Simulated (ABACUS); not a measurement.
Crystal: BN.

```
N B
1.0
     1.25112    0.72234    3.37293
    -1.25112    0.72234    3.37293
     0.00000   -1.44467    3.37293
N B
1 1
Direct
  0.66724 0.66724 0.66724
  0.00033 0.00033 0.00033
```

The cell is a database's computed one.

Program: ABACUS 3.10.1. Alike in all runs: task single point; no spin polarisation; cell as given; smearing fermi-dirac 0.05 eV.

Problem. Order these runs on this cell by their pressure, lowest first.
A. level TASK; potentials or basis SG15 ONCV 1.2 PBE, plane waves; k mesh 8 × 8 × 8; cutoff (eV) 1320; radial cutoff of the potentials (pseudo_rcut) 10 bohr; SCF threshold on the density 1e-08; eigensolver dav
B. level r2SCAN; potentials or basis SG15 ONCV 1.2 PBE, DZP LCAO (the cutoffs set its grid); k mesh 9 × 9 × 9; cutoff (eV) 1361; radial cutoff of the potentials (pseudo_rcut) 10 bohr; SCF threshold on the density 1e-07; eigensolver genelpa
C. level PW91; potentials or basis GBRV ultrasoft 1.5 PBE, plane waves; k mesh 10 × 10 × 10; cutoff (eV) 544; radial cutoff of the potentials (pseudo_rcut) 10 bohr; SCF threshold on the density 1e-08; eigensolver dav
D. level rSCAN; potentials or basis SG15 ONCV 1.2 PBE, plane waves; k mesh 8 × 8 × 8; cutoff (eV) 1320; radial cutoff of the potentials (pseudo_rcut) 10 bohr; SCF threshold on the density 1e-08; eigensolver dav
E. level LDA; potentials or basis PseudoDojo NC SR 0.4.1 LDA stringent, plane waves; k mesh 10 × 10 × 10; cutoff (eV) 1143; radial cutoff of the potentials (pseudo_rcut) 7 bohr; SCF threshold on the density 1e-08; eigensolver dav

Solution. E (-3.9 GPa), D (-2.2 GPa), B (0.7 GPa), C (3.0 GPa), A (123.5 GPa).

Caveats: the potentials were made for another functional, which shifts forces and pressure (some runs); a pressure of tens of GPa on the cell as given is suspect, and the run, the potentials or the cell itself is likely at fault (some runs); the atomic orbitals were generated for these runs and aren't a published set (some runs); the basis of atomic orbitals isn't converged, which shifts pressures, moduli and gaps (some runs).

Runs at the PBE level aren't shown here.
